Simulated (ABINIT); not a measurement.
Planning a run of ABINIT 10.8.3 on BaO (Fm-3m). The input:

```
acell 3*1.0 Angstrom
rprim 
  -0.000000000000 2.750000000000 2.750000000000
  2.750000000000 -0.000000000000 2.750000000000
  2.750000000000 2.750000000000 -0.000000000000
ntypat 2
znucl 56 8
natom 2
typat 1 2
xred 
  0.000000000000 0.000000000000 0.000000000000
  0.500000000000 0.500000000000 0.500000000000
pp_dirpath "pseudos"
pseudos "Ba.upf, O.upf"
ecut 36
ngkpt 4 4 4
nshiftk 1
shiftk 0 0 0
kptopt 1
chksymbreak 0
istwfk *1
occopt 1
irdwfk 1
optdriver 4
nband 31
gwcalctyp 28
ecutsigx 36
symsigma 0
nkptgw 8
kptgw 
  0.0000000000 0.0000000000 0.0000000000
  0.2500000000 0.0000000000 0.0000000000
  0.5000000000 0.0000000000 0.0000000000
  0.2500000000 0.2500000000 0.0000000000
  0.5000000000 0.2500000000 0.0000000000
  -0.2500000000 0.2500000000 0.0000000000
  0.5000000000 0.5000000000 0.0000000000
  -0.2500000000 0.5000000000 0.2500000000
bdgw 
  1 14
  1 14
  1 14
  1 14
  1 14
  1 14
  1 14
  1 14
ecuteps 3.2
irdscr 1
ppmodel 1
irdqps 1
rhoqpmix 0.3
indata_prefix "in"
outdata_prefix "out"
tmpdata_prefix "tmp"
```

The database entry behind the starting cell differs from later determinations by our own check (about 0.7 % short), so it need not match the best structure at ambient conditions.

```sh
OMP_NUM_THREADS=1 mpirun -n 4 abinit run.abi > log
```

Question: Estimate wall time and host memory on 4 MPI ranks of Arm Neoverse V1, shared host.

It took 27 s; on shared hardware allow 13 s to 54 s. Peak host memory was 0.96 GiB.

[Paths, hosts, dates, memory and timing lines, banners, echoed tables and standing remarks are left out of the program output.]

[Logs are printed without paths, hosts, clocks, repeated set-up lines and the standing remarks that a program may print on its own settings, such as how far it seeks lower states.]

[Runs of the session that timed out or met a known fault of the program may be left out.]

[Hosts, paths, dates, database ids (printed as entryN), source tags and the programs' standing remarks are cut or masked in the printed files.]

[G0W0 gaps are taken among the corrected bands and points alone; a level outside them can change the order at an edge.]

[Where Ansatz stands beside ABINIT at settings called matched, ABINIT's density can come from a denser mesh and the files from another edition; pairs whose starting gaps differed by over 0.03 eV were left out, so agreement reads better than it is.]
